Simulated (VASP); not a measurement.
Input:

```
Sb2Te3
1.0
    4.20931     0.00000     0.00000
   -2.10466     3.64537     0.00000
    0.00000     0.00000    23.08923
Sb Te
2 3
Direct
  0.33333   0.66667   0.41500
  0.00000   0.00000   0.58500
  0.00000   0.00000   0.34168
  0.66667   0.33333   0.50000
  0.33333   0.66667   0.65832
```

The numbers are results of LDA (Ceperley-Alder, Perdew-Zunger), VASP's LDA PAW potentials (set 64) (plane waves; VASP), not measurements. Run with PREC = Normal, 400 eV cut-off, 12×12×1 Γ-centred mesh, Gaussian smearing of 0.050 eV, potentials Sb Te.

### Question
Predict the energy per atom (σ→0).

### Answer

- energy per atom (σ→0) = -4263 meV/atom

The cell is a sheet with vacuum, built from Sb2Te3 (tetradymite).
